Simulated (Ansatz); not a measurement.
MgO: computed DOS

```
Mg O
1.0
     3.31458    0.00000    0.00000
    -1.65729    2.87051    0.00000
     0.00000    0.00000    5.12189
Mg O
2 2
Cartesian
  0.0000 1.9137 -0.0406
  1.6573 0.9568 2.5203
  0.0000 1.9137 1.9664
  1.6573 0.9568 4.5274
```

The cell was built from the wurtzite type and relaxed in the same program, and has space group P6_3mc; it needn't be a known or the stable phase.

Theory: DFT, PBE, all-electron LAPW, scalar-relativistic (Ansatz 0.2.0).

Settings: a Γ-centred 15×15×8 k mesh, Fermi–Dirac smearing of 0.08 eV, basis error target 1 meV/atom, no spin polarisation.

States per eV and cell, averaged over 0.6 eV, from -3.4 to 5.4 eV, with energies (bin centres) from the valence-band top; empty bins are left out. The partial columns, the largest 3 alone, are projections on Löwdin-orthogonalised atomic shells (those that the program's projection atoms carry: the occupied ones and, for some elements, an empty d or f shell; other empty shells have no column), summed over atoms of an element. Weights on diffuse s and p shells depend on that basis and aren't pure angular character.

```
E (eV)  total  O 2p  Mg 3s  O 2s
  -3.2   0.52  0.43   0.08  0.00
  -2.6   4.22  3.48   0.58  0.05
  -2.0   2.11  1.79   0.22  0.04
  -1.4   3.60  3.36   0.10  0.02
  -0.8   6.72  6.51   0.03  0.01
  -0.2   2.83  2.77   0.00  0.00
   3.4   0.01  0.00   0.01  0.00
   4.0   0.07  0.01   0.05  0.02
   4.6   0.14  0.02   0.09  0.03
   5.2   0.24  0.04   0.14  0.04
```

(1) Which of the resolved shells contributes most in the top eV of the valence band?

Answers

(1) O 2p, with 97 % of all states there; Mg 3s follows with 0 %.
